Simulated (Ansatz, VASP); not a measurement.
## Two plane-wave programs on Se

```
Se
1.0
     4.35278   -0.02830    0.00707
    -2.20090    3.83116   -0.01320
     0.00802   -0.01266    4.92256
Se
3
Direct
  0.77460 0.77460 0.00000
  0.00000 0.22540 0.66667
  0.22540 0.00000 0.33333
```

Change from the starting cell: cell strained at random at fixed volume.

Alike in both runs: functional LDA; k mesh 7 × 7 × 6; occupations fermi-dirac, width 0.1 eV; no spin polarisation.

|  | VASP | Ansatz |
| --- | --- | --- |
| version | VASP 6.6.1 | Ansatz 0.2.0 |
| potentials or method | VASP PAW LDA potentials, release 64 (Se) | Ansatz PAW |
| plane-wave cutoff (eV) | 520 | 420 |
| valence electrons in the cell | 18 | 48 |
| task | single point | electron localisation function |

Ansatz gave:

```
gap on the k mesh at the Fermi level (eV)       : 1.00
least direct gap on the mesh (eV)               : 1.45
pressure (GPa)                                  : -1.1
largest component of the traceless stress (GPa) : 1.14
rms of the force components (eV/Å)              : 0.144
```

**Question.** Which values does VASP return?

**Answer.** gap on the k mesh at the Fermi level (eV): 0.99; least direct gap on the mesh (eV): 1.43; pressure (GPa): -0.9; largest component of the traceless stress (GPa): 1.22; rms of the force components (eV/Å): 0.172.

Atom by atom the forces differ by 0.029 eV/Å (rms over components). The two sets of potentials don't hold the same shells in valence.

Caveats: an odd mesh through Γ misses points on the zone boundary, where band edges often lie (VASP); odd divisions of the mesh miss points on the zone boundary, where band edges often lie, so the gap on the mesh can be too wide (Ansatz); the PAW data sets come from PBE, with cores solved anew for the run's functional, which leaves a small shift of forces and pressure (Ansatz).
